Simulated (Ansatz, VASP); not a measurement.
## One calculation of FeO, two programs

```
Fe O
1.0
     1.58453    0.91483    2.48279
    -1.58453    0.91483    2.48279
     0.00000   -1.82965    2.48279
Fe O
1 1
Direct
  0.00000 0.00000 0.00000
  0.50000 0.50000 0.50000
```

Alike in both runs: task electric field gradients; functional PBE; k mesh 12 × 12 × 12; occupations gaussian, width 0.02 eV; collinear spin; Hubbard terms Fe d U = 5.3 eV.

```csv
,VASP,Ansatz
version,VASP 6.6.1,Ansatz 0.2.0
potentials or method,"VASP PAW PBE potentials, release 64 (Fe, O)","scalar-relativistic, plane waves, PAW"
plane-wave cutoff (eV),520,420
valence electrons in the cell,14,22
```

Ansatz gave:

```
pressure (GPa)                                                 : 0.0
largest component of the traceless stress (GPa)                : 0.00
net moment per atom (μB)                                       : 2.00
size of the moment on the site where the two differ most (μB)  : 3.54
Vzz of the field gradient on the site that differs most (V/Å²) : -210.6
```

Q: Estimate VASP's values.

A: Pressure (GPa): -9.4; largest component of the traceless stress (GPa): 2.06; net moment per atom (μB): 2.00; size of the moment on the site where the two differ most (μB): 3.85; Vzz of the field gradient on the site that differs most (V/Å²): 40.4.

Site moments also hang on the region over which each program counts them. The programs project onto different local orbitals, so the same U acts differently. The two sets of potentials don't hold the same shells in valence. Ansatz warned: «stability_check_not_made».

Caveats: a cell with one magnetic atom can't hold antiferromagnetic order, which such compounds often take. The state reached can hang on the start; a lower one may exist.
